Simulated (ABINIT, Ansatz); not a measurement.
**CdS (Hawleyite): G0W0 on several meshes in ABINIT**

How does the mesh move the gap of CdS (Hawleyite)?

Calculated with ABINIT 10.8.3; PBE and many-body steps on it, plane waves.

## Step 1: The structure

The structure is cubic, space group F-43m (No. 216). The conventional cell has a = 5.833 Å, b = 5.833 Å, c = 5.833 Å, α = 90.00°, β = 90.00°, γ = 90.00°. Cd has 4 S at 2.53 Å nearest. S has 4 Cd at 2.53 Å nearest. Farther neighbours and most contacts between anions are not listed.

The cell and positions come from the Crystallography Open Database and are kept as given unless a step says otherwise.

## Step 2: Empty states on the mesh, 4×4×4 mesh, 137 bands

This step: ABINIT 10.8.3; DFT, PBE, plane waves, norm-conserving pseudopotentials.

The sums over transitions need many empty states on a uniform mesh; this step solves for them.

run.abi

```
acell 3*1.0 Angstrom
rprim 
  -0.000000000000 2.916500000000 2.916500000000
  2.916500000000 -0.000000000000 2.916500000000
  2.916500000000 2.916500000000 -0.000000000000
ntypat 2
znucl 48 16
natom 2
typat 1 2
xred 
  0.000000000000 0.000000000000 0.000000000000
  0.250000000000 0.250000000000 0.250000000000
pp_dirpath "pseudos"
pseudos "Cd.upf, S.upf"
ecut 47
ngkpt 4 4 4
nshiftk 1
shiftk 0 0 0
kptopt 1
chksymbreak 0
iscf -2
irdden 1
istwfk *1
nband 137
nbdbuf 12
tolwfr 1e-09
nstep 60
prtvol 0
indata_prefix "in"
outdata_prefix "out"
tmpdata_prefix "tmp"
```

Command:

```console
$ OMP_NUM_THREADS=1 mpirun -n 4 abinit run.abi > log
```

Numbers of over 12 decimals in the logs are rounded to 6 here.

Log:

```text
.Version 10.8.3 of ABINIT. v10.8.2 released Aug 2026.

 Symmetries : space group F-4 3 m (#216); Bravais cF (face-center cubic)
[... echo of the input left out ...]
== DATASET  1 ==================================================================
-   mpi_nproc: 4, omp_nthreads: 1 (-1 if OMP is not activated)

--- !DatasetInfo
iteration_state: {dtset: 1, }
dimensions: {natom: 2, nkpt: 8, mband: 137, nsppol: 1, nspinor: 1, nspden: 1, mpw: 5180, }
cutoff_energies: {ecut:  47.0, pawecutdg:  -1.0, }
[...]
3.31331    3.39122    3.46317    3.46317    3.46317    3.59098    3.59098    3.59098
   3.67159    3.67166    3.67172    3.69848    3.69854    3.70227    3.71550    3.71744
   3.72528
 prteigrs : prtvol=0 or 1, do not print more k-points.

== END DATASET(S) ==============================================================
================================================================================

 -outvars: echo values of variables after computation  --------
            nband         137
             nkpt           8
          spgroup         216
 [... the other variables as echoed above ...]

 Calculation completed.
```

Run time: 53 s. Hardware: 4 MPI ranks of Intel Xeon Platinum 8488C (Sapphire Rapids), shared host; peak memory 0.43 GiB.

Numbers from this step:

* gap: 1.145 eV
* k of the valence top: 0, 0, 0
* k of the conduction bottom: 0, 0, 0
* least direct gap: 1.145 eV
* k points computed: 8
* lowest point of the top converged band, above the valence top: 89.8716 eV

On this mesh the gap is 1.145 eV.

The density comes from a self-consistent run that is not shown.

## Step 3: Screening, 4×4×4 mesh, 58 bands, screening to 114.3 eV

The RPA dielectric matrix is built and inverted for each q.

This step: RPA screening on PBE, plane waves, norm-conserving pseudopotentials.

Edit run.abi of step 2 so:

```diff
@@ -20,10 +20,11 @@
 chksymbreak 0
-iscf -2
-irdden 1
 istwfk *1
-nband 137
-nbdbuf 12
-tolwfr 1e-09
-nstep 60
-prtvol 0
+occopt 1
+irdwfk 1
+optdriver 3
+nband 58
+ecuteps 4.2
+inclvkb 2
+awtr 1
+symchi 1
 indata_prefix "in"
```

Log:

```text
.Version 10.8.3 of ABINIT. v10.8.2 released Aug 2026.

 Symmetries : space group F-4 3 m (#216); Bravais cF (face-center cubic)
[... echo of the input left out ...]
== DATASET  1 ==================================================================
-   mpi_nproc: 4, omp_nthreads: 1 (-1 if OMP is not activated)

--- !DatasetInfo
iteration_state: {dtset: 1, }
dimensions: {natom: 2, nkpt: 8, mband: 58, nsppol: 1, nspinor: 1, nspden: 1, mpw: 5180, }
cutoff_energies: {ecut:  47.0, pawecutdg:  -1.0, }
electrons: {nelect:   2.60000000E+01, charge:   0.00000000E+00, occopt:   1.00000000E+00, tsmear:   1.00000000E-02, }

 SCREENING: Calculation of the susceptibility and dielectric matrices

 Based on a program developped by R.W. Godby, V. Olevano, G. Onida, and L. Reining.
 Incorporated in ABINIT by V. Olevano, G.-M. Rignanese, and M. Torrent.
.Using double precision arithmetic ; gwpc =  8

[... cell and pseudopotentials left out ...]
--------------------------------------------------------------------------------

 ==== K-mesh for the wavefunctions ====
 Number of points in the irreducible wedge :     8
[... list of points left out ...]
 Together with 24 symmetry operations and time-reversal symmetry
 yields    64 points in the full Brillouin Zone.

 ==== Q-mesh for the screening function ====
 Number of points in the irreducible wedge :     8
[... list of points left out ...]
 Together with 24 symmetry operations and time-reversal symmetry
 yields    64 points in the full Brillouin Zone.

 setmesh: FFT mesh size selected  =    32x   32x   32
          total number of points  =        32768

 vcoul_init : cutoff-mode = AUXILIARY_FUNCTION
 q-points for optical limit:   1
     1)      0.000010    0.000020    0.000030

- screening: taking advantage of time-reversal symmetry
- Maximum band index for partially occupied states nbvw = 13
- Remaining bands to be divided among processors   nbcw = 45
- Number of bands treated by each node ~11

 Number of electrons calculated from density =   26.0000; Expected =   26.0000
 average of density, n =  0.077653
 r_s =    1.4541
 omega_plasma =   26.8804 [eV]

 calculating chi0 at frequencies [eV] :
  1    0.000000E+00    0.000000E+00
  2    0.000000E+00    2.688042E+01

--------------------------------------------------------------------------------
  q-point number  1        q = ( 0.000000, 0.000000, 0.000000) [r.l.u.]
--------------------------------------------------------------------------------
[... chi0 elements left out ...]
 For q-point:  0.000010 0.000020 0.000030
  dielectric constant =  11.0517
  dielectric constant without local fields =  11.7482

  Average fulfillment of the sum rule on Im[epsilon] for q-point    1 :     42.27  [%]
[... wings left out ...]
  q-point number  2        q = ( 0.250000, 0.000000, 0.000000) [r.l.u.]
--------------------------------------------------------------------------------
[... chi0 elements left out ...]
  Average fulfillment of the sum rule on Im[epsilon] for q-point    2 :     57.21  [%]

 [... 6 further q-points ...]
```

The job ended after 15 s (4 MPI ranks; peak memory 0.85 GiB).

This step gave:

```
ε∞ with local fields, on this mesh, along the program's q direction : 11.05
the same without local fields                                       : 11.75
plasma frequency                                                    : 26.88 eV
plane waves in the screening matrix                                 : 137
```

Local fields lower ε∞ by 6 %. On a Γ-centred mesh this coarse the value itself is usually too large, while a short band sum pulls it down.

## Step 4: 4×4×4

The self-energy is evaluated for the states that the input lists, and the levels follow from it, in one-shot runs by the linearised quasiparticle equation.

This step: G0W0 on PBE, plane waves, norm-conserving pseudopotentials.

Edit run.abi of step 3 so:

```diff
@@ -23,8 +23,15 @@
 irdwfk 1
-optdriver 3
+optdriver 4
 nband 58
+gwcalctyp 0
+ecutsigx 47
+symsigma 1
+nkptgw 1
+kptgw 
+  0.0000000000 0.0000000000 0.0000000000
+bdgw 
+  11 17
 ecuteps 4.2
-inclvkb 2
-awtr 1
-symchi 1
+irdscr 1
+ppmodel 1
 indata_prefix "in"
```

Log:

```text
.Version 10.8.3 of ABINIT. v10.8.2 released Aug 2026.

 Symmetries : space group F-4 3 m (#216); Bravais cF (face-center cubic)
[... echo of the input left out ...]
== DATASET  1 ==================================================================
-   mpi_nproc: 4, omp_nthreads: 1 (-1 if OMP is not activated)

--- !DatasetInfo
iteration_state: {dtset: 1, }
dimensions: {natom: 2, nkpt: 8, mband: 58, nsppol: 1, nspinor: 1, nspden: 1, mpw: 5180, }
cutoff_energies: {ecut:  47.0, pawecutdg:  -1.0, }
electrons: {nelect:   2.60000000E+01, charge:   0.00000000E+00, occopt:   1.00000000E+00, tsmear:   1.00000000E-02, }

 SIGMA: Calculation of the GW corrections

 Based on a program developped by R.W. Godby, V. Olevano, G. Onida, and L. Reining.
 Incorporated in ABINIT by V. Olevano, G.-M. Rignanese, and M. Torrent.
.Using double precision arithmetic ; gwpc =  8

[... cell and pseudopotentials left out ...]
--------------------------------------------------------------------------------

 ==== K-mesh for the wavefunctions ====
 Number of points in the irreducible wedge :     8
[... list of points left out ...]
 Together with 24 symmetry operations and time-reversal symmetry
 yields    64 points in the full Brillouin Zone.

 ==== Q-mesh for screening function ====
 Number of points in the irreducible wedge :     8
[... list of points left out ...]
 Together with 24 symmetry operations and time-reversal symmetry
 yields    64 points in the full Brillouin Zone.

 vcoul_init : cutoff-mode = AUXILIARY_FUNCTION
 q-points for optical limit:   1
     1)      0.000010    0.000020    0.000030
 setmesh: FFT mesh size selected  =    50x   50x   50
          total number of points  =       125000

 Number of electrons calculated from density =   26.0000; Expected =   26.0000
 average of density, n =  0.077653
 r_s =    1.4541
 omega_plasma =   26.8804 [eV]

 === KS Band Gaps ===
  >>>> For spin  1
   Minimum direct gap =   1.1447 [eV], located at k-point      :   0.0000  0.0000  0.0000
   Fundamental gap    =   1.1447 [eV], Top of valence bands at :   0.0000  0.0000  0.0000
                                       Bottom of conduction at :   0.0000  0.0000  0.0000
 SIGMA fundamental parameters:
 PLASMON POLE MODEL  1
 number of plane-waves for SigmaX                 5065
 number of plane-waves for SigmaC and W            137
 number of plane-waves for wavefunctions          5065
 number of bands                                    58
 number of independent spin polarizations            1
 number of spinorial components                      1
 number of k-points in IBZ                           8
 number of q-points in IBZ                           8
 number of symmetry operations                      24
 number of k-points in BZ                           64
 number of q-points in BZ                           64
 number of frequencies for dSigma/dE                 9
 frequency step for dSigma/dE [eV]                0.25
 number of omega for Sigma on real axis              0
 max omega for Sigma on real axis  [eV]           0.00
 zcut for avoiding poles [eV]                     0.10

 EPSILON^-1 parameters (SCR file):
 dimension of the eps^-1 matrix on file            137
 dimension of the eps^-1 matrix used               137
 number of plane-waves for wavefunctions          5065
 number of bands                                    58
 number of q-points in IBZ                           8
 number of frequencies                               2
 number of real frequencies                          1
 number of imag frequencies                          1

 matrix elements of self-energy operator (all in [eV])

 Perturbative Calculation

--- !SelfEnergy_ee
iteration_state: {dtset: 1, }
kpoint     : [   0.000,    0.000,    0.000, ]
spin       : 1
KS_gap     :    1.145
QP_gap     :    2.035
Delta_QP_KS:    0.890
data: !SigmaeeData |
     Band     E0 <VxcDFT>   SigX SigC(E0)      Z dSigC/dE  Sig(E)    E-E0       E
       11   4.366 -15.389 -18.420   2.464   0.783  -0.278 -15.833  -0.444   3.922
       12   4.366 -15.389 -18.420   2.464   0.783  -0.278 -15.833  -0.444   3.922
       13   4.366 -15.389 -18.420   2.464   0.783  -0.278 -15.833  -0.444   3.922
       14   5.511 -10.636  -6.668  -3.419   0.814  -0.229 -10.190   0.446   5.957
       15  10.897 -10.642  -5.801  -3.971   0.813  -0.230  -9.936   0.707  11.604
       16  10.897 -10.642  -5.801  -3.971   0.813  -0.230  -9.936   0.707  11.604
       17  10.897 -10.642  -5.801  -3.971   0.813  -0.230  -9.936   0.707  11.604

== END DATASET(S) ==============================================================
================================================================================

 -outvars: echo values of variables after computation  --------
           etotal      0.0000000000E+00
            nband          58
             nkpt           8
          spgroup         216
 [... the other variables as echoed above ...]

 Calculation completed.
```

Wall time 3.8 s (4 MPI ranks); peak memory 0.68 GiB.

Numbers from this step:

```yaml
g0w0_gap_on_the_points_computed: 2.035 eV
starting_gap_on_the_mesh: 1.145 eV
k_of_the_valence_top: 0, 0, 0
k_of_the_conduction_bottom: 0, 0, 0
z_at_the_valence_top: 0.783
z_at_the_conduction_bottom: 0.814
least_direct_g0w0_gap_on_the_computed_points: 2.035 eV
```

The gap on the mesh goes from 1.14 eV to 2.03 eV, a correction of +0.89 eV.

## Step 5: Empty states on the mesh, 6×6×6 mesh, 62 bands

This step: DFT, PBE, plane waves, norm-conserving pseudopotentials.

Edit run.abi of step 4 so:

```diff
@@ -15,3 +15,3 @@
 ecut 47
-ngkpt 4 4 4
+ngkpt 6 6 6
 nshiftk 1
@@ -20,18 +20,10 @@
 chksymbreak 0
+iscf -2
+irdden 1
 istwfk *1
-occopt 1
-irdwfk 1
-optdriver 4
-nband 58
-gwcalctyp 0
-ecutsigx 47
-symsigma 1
-nkptgw 1
-kptgw 
-  0.0000000000 0.0000000000 0.0000000000
-bdgw 
-  11 17
-ecuteps 4.2
-irdscr 1
-ppmodel 1
+nband 62
+nbdbuf 4
+tolwfr 1e-09
+nstep 60
+prtvol 0
 indata_prefix "in"
```

Log:

```text
.Version 10.8.3 of ABINIT. v10.8.2 released Aug 2026.

 Symmetries : space group F-4 3 m (#216); Bravais cF (face-center cubic)
[... echo of the input left out ...]
== DATASET  1 ==================================================================
-   mpi_nproc: 4, omp_nthreads: 1 (-1 if OMP is not activated)

--- !DatasetInfo
iteration_state: {dtset: 1, }
dimensions: {natom: 2, nkpt: 16, mband: 62, nsppol: 1, nspinor: 1, nspden: 1, mpw: 5188, }
cutoff_energies: {ecut:  47.0, pawecutdg:  -1.0, }
[...]
1.49870    1.51317    1.61064    1.61064    1.61064    1.64280    1.64280    1.64280
   1.66692    1.66692    1.66692    1.71571    1.71571    1.71571    1.74556    1.74556
   1.74556    1.84690    1.91882    1.91883    1.92085    1.97942
 prteigrs : prtvol=0 or 1, do not print more k-points.

== END DATASET(S) ==============================================================
================================================================================

 -outvars: echo values of variables after computation  --------
            nband          62
             nkpt          16
          spgroup         216
 [... the other variables as echoed above ...]

 Calculation completed.
```

Run time: 35 s. Hardware: 4 MPI ranks; peak memory 0.39 GiB; 2.3 min of CPU time.

Numbers from this step:

```yaml
gap: 1.145 eV
k_of_the_valence_top: 0, 0, 0
k_of_the_conduction_bottom: 0, 0, 0
least_direct_gap: 1.145 eV
k_points_computed: 16
lowest_point_of_the_top_converged_band_above_the_valence_top: 45.89 eV
```

On this mesh the gap is 1.145 eV.

(Continued in part 2 of 2.)

[Paths, hosts, dates, memory and timing lines, banners, echoed tables and standing remarks are left out of the program output.]

[Logs are printed without paths, hosts, clocks, repeated set-up lines and the standing remarks that a program may print on its own settings, such as how far it seeks lower states.]

[Runs of the session that timed out or met a known fault of the program may be left out.]

[Hosts, paths, dates, database ids (printed as entryN), source tags and the programs' standing remarks are cut or masked in the printed files.]

[G0W0 gaps are taken among the corrected bands and points alone; a level outside them can change the order at an edge.]

[Where Ansatz stands beside ABINIT at settings called matched, ABINIT's density can come from a denser mesh and the files from another edition; pairs whose starting gaps differed by over 0.03 eV were left out, so agreement reads better than it is.]
